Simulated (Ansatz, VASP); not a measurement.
# InSb: VASP beside Ansatz

```
In Sb
1.0
     0.00000    2.99027    2.99027
     2.92059    0.00000    2.99027
     2.92059    2.99027    0.00000
In Sb
1 1
Cartesian
  -0.0332 0.0000 0.0000
  2.9519 2.9903 2.9903
```

Change from the starting cell: mode 4 frozen in at -0.034 Å, normal strain along x -0.0233.

Alike in both runs: task single point; functional LDA; k mesh 14 × 14 × 14; occupations gaussian, width 0.15 eV; no spin polarisation.

|  | VASP | Ansatz |
| --- | --- | --- |
| version | VASP 6.6.1 | Ansatz 0.2.0 |
| potentials or method | VASP PAW LDA potentials, release 64 (In_d, Sb) | scalar-relativistic, plane waves, PAW |
| plane-wave cutoff (eV) | 520 | 420 |
| valence electrons in the cell | 18 | 28 |

|  | VASP | Ansatz | Ansatz less VASP |
| --- | --- | --- | --- |
| gap on the k mesh at the Fermi level (eV) | none | none | - |
| pressure (GPa) | 1.8 | 1.6 | -0.15 |
| largest component of the traceless stress (GPa) | 2.12 | 2.11 | -0.009 |
| rms of the force components (eV/Å) | 0.165 | 0.163 | -0.0026 |

Atom by atom the forces differ by 0.003 eV/Å (rms over components). A gap of «none» marks a metal or a gap that the smearing closes. The two sets of potentials don't hold the same shells in valence. Ansatz warned: «pseudo_functional_mismatch».

Spin-orbit coupling is left out, which matters for the levels of Sb.
